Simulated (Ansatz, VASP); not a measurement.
Mg in VASP and in Ansatz

```
CELL_PARAMETERS angstrom
3.18000 0.00000 0.00000
-1.59000 2.75396 0.00000
0.00000 0.00000 5.16000
ATOMIC_POSITIONS crystal
Mg 0.33333 0.66667 0.25000
Mg 0.66667 0.33333 0.75000
```

The cell was built by a generator and needn't be a form met in nature.

Alike in both runs: task relaxation of cell and atoms; functional PBEsol; dispersion D3(BJ); k mesh 15 × 15 × 8; occupations gaussian, width 0.1 eV; no spin polarisation.

|  | VASP | Ansatz |
| --- | --- | --- |
| version | VASP 6.6.1 | Ansatz 0.2.0 |
| potentials or method | VASP PAW PBE potentials, release 64 (Mg) | scalar-relativistic, plane waves, PAW |
| plane-wave cutoff (eV) | 600 | 420 |
| valence electrons in the cell | 4 | 20 |

|  | VASP | Ansatz | Ansatz less VASP |
| --- | --- | --- | --- |
| gap on the k mesh at the Fermi level, each at its own relaxed structure (eV) | none | none | - |
| relaxed volume (Å³/atom) | 21.32 | 21.33 | +0.010 |
| relaxed cell length with the largest relative difference (Å) | 5.018 | 5.020 | +0.0017 |
| energy change over the relaxation (meV/atom) | -10 | -9 | +0.3 |

A gap of «none» marks a metal or a gap that the smearing closes. The two sets of potentials don't hold the same shells in valence.

Caveats: the PAW data sets were made with another functional, which shifts forces and pressure a little (VASP); pairwise dispersion overbinds metals, which lowers pressure and volume.
